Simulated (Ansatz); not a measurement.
**TiTe2 under changes of volume**

One of the cells (26.760 Å³/atom); the others are scaled copies at fixed shape and fractional positions:

```
CELL_PARAMETERS angstrom
3.77700 0.00000 0.00000
-1.88850 3.27098 0.00000
0.00000 0.00000 6.49800
ATOMIC_POSITIONS crystal
Te 0.33333 0.66667 0.73720
Te 0.66667 0.33333 0.26280
Ti 0.00000 0.00000 0.00000
```

| Quantity | Value |
| --- | --- |
| Program | Ansatz 0.2.0 |
| Functional | PBE |
| Potentials or basis | Ansatz PAW |
| Cutoff | 420 eV (not typed: the program's choice for these potentials) |
| k mesh | 8 × 8 × 4 |
| Occupations | fermi-dirac, width 0.05 eV |
| Spin | no spin polarisation |

```tsv
volume (Å³/atom)	energy over the lowest point (meV/atom)	pressure (GPa)	largest force (eV/Å)
25.154	?	?	?
25.689	16.32	3.8	0.378
26.225	6.18	2.3	0.189
26.760	0.89	0.9	0.012
27.295	0.00	-0.3	0.153
27.830	3.07	-1.5	0.307
28.365	9.73	-2.5	0.450
```

Question: What does the run at 25.154 Å³/atom give?

Answer: Energy over the lowest point 31.85 meV/atom; pressure 5.5 GPa; largest force 0.580 eV/Å.

Worked out: A Birch-Murnaghan fit of order 3 (a polynomial in V^(-2/3)) to the other rows has its minimum at 27.14 Å³/atom with B0 = V·E''(V) = 62 GPa and B' = 4.0 at fixed shape and positions, which overstates the stiffness. It gives 31.81 meV/atom at 25.154 Å³/atom, against the run's 31.85, and -dE/dV = 5.5 GPa, against 5.5.

Energies are extrapolated to zero smearing.

Caveats: this functional lacks dispersion, which binds the layers, so the pressure and a relaxed spacing across them are unreliable.
